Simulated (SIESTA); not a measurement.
Here is a SIESTA 5.4.2 calculation.

File run.py:

```python
from ase import Atoms
from ase.calculators.siesta import Siesta
from ase.units import Ry, GPa

atoms = Atoms(
    ['Ga', 'N'],
    cell=[
        [0.0, 2.2535006075, 2.2535006075],
        [2.2535006075, 0.0, 2.2535006075],
        [2.2535006075, 2.2535006075, 0.0],
    ],
    scaled_positions=[
        [0.0, 0.0, 0.0],
        [0.25, 0.25, 0.25],
    ],
    pbc=True,
)

fdf = {
    'SCFMustConverge': False,
    'OccupationFunction': 'FD',
    'ElectronicTemperature': '0.05 eV',
    'MaxSCFIterations': '120',
    'SCF.Mixer.Method': 'Pulay',
    'SCF.Mixer.Weight': '0.25',
    'SCF.Mixer.History': '8',
    'SCF.DM.Tolerance': '5.0e-05',
    'SCF.H.Tolerance': '1.0e-03 eV',
    'WriteForces': 'true',
    'Charge.Mulliken': 'end',
    'BandLinesScale': 'ReciprocalLatticeVectors',
    'BandLines': ['  1    0.000000   0.000000   0.000000  \\Gamma', ' 12    0.500000   0.000000   0.500000  X', '  6    0.500000   0.250000   0.750000  W', '  4    0.375000   0.375000   0.750000  K', ' 13    0.000000   0.000000   0.000000  \\Gamma', ' 11    0.500000   0.500000   0.500000  L', '  8    0.625000   0.250000   0.625000  U', '  4    0.500000   0.250000   0.750000  W', '  9    0.500000   0.500000   0.500000  L', '  8    0.375000   0.375000   0.750000  K', '  1    0.625000   0.250000   0.625000  U', '  4    0.500000   0.000000   0.500000  X'],
    'PAO.Basis': ['Ga.1 4', 'n=4 0 2', '  6.562 0.000', 'n=4 1 2', '  9.500 0.000', 'n=3 2 2', '  3.590 0.000', 'n=4 2 1', '  9.500'],
}
calc = Siesta(
    label="GaN",
    command="siesta < PREFIX.fdf > PREFIX.out",
    pseudo_path="pseudos",
    pseudo_qualifier="",
    xc=('VDW', 'BH'),
    basis_set="DZP",
    mesh_cutoff=800 * Ry,
    energy_shift=0.003 * Ry,
    kpts=[10, 10, 10],
    spin="non-polarized",
    fdf_arguments=fdf,
)
atoms.calc = calc

print(f"energy = {atoms.get_potential_energy():.6f} eV")
free = atoms.get_potential_energy(force_consistent=True)
print(f"free energy = {free:.6f} eV")
print("forces (eV/A):")
print(atoms.get_forces(apply_constraint=False).round(6))
print("stress (GPa, Voigt order, tension positive):", (atoms.get_stress() / GPa).round(4))
```

Potentials or basis: PseudoDojo 0.4 standard (PBE files), DZP (energy shift 0.003 Ry; two zetas on semicore shells).

Run with:

```bash
$ python run.py
```

Task: Estimate the pressure.

Result: 4.1 GPa.

Task: What does it give for the band gap on the k mesh?

Result: 1.79 eV, direct.

Task: Predict the band gap along the path.

Result: 1.79 eV, direct.

Levels at the corners of the path, in eV from the valence-band top:
```
point  band 7  band 8  band 9  band 10  band 11  band 12
    Γ    0.00    0.00    0.00     1.79    10.24    10.24
    X   -6.22   -2.77   -2.77     3.32     7.06    12.13
    W   -5.77   -3.79   -3.74     6.33     8.74    10.49
    K   -5.97   -4.36   -2.23     5.06     8.02    11.26
    Γ    0.00    0.00    0.00     1.79    10.24    10.24
    L   -7.17   -1.00   -1.00     4.66     9.17    10.62
    U   -5.97   -4.36   -2.23     5.06     8.02    11.26
    W   -5.77   -3.79   -3.74     6.33     8.74    10.49
    L   -7.17   -1.00   -1.00     4.66     9.17    10.62
    K   -5.97   -4.36   -2.23     5.06     8.02    11.26
    U   -5.97   -4.36   -2.23     5.06     8.02    11.26
    X   -6.22   -2.77   -2.77     3.32     7.06    12.13
```

Caveat: the potentials were made for another functional, which shifts forces and pressure; the basis of atomic orbitals isn't converged, which shifts pressures, moduli and gaps.

**The experiment to reproduce.**

From a printed reference work, textbook, for a bulk crystal of GaN at 0 K: band gap 3.299 eV (direct).

Measured gap of GaN: 3.299 eV (direct; 0 K; a printed reference work, textbook). This calculation gives 1.79 eV (-1.50 eV). Spin-orbit coupling on Ga is left out. The value is that of vdW-DF-cx in an atomic basis (PseudoDojo 0.4 standard (PBE files), DZP (energy shift 0.003 Ry; two zetas on semicore shells)), whose error adds to the functional's,, without temperature or zero-point motion. The cell is a database's relaxed one, not the measured one, which moves gaps too.
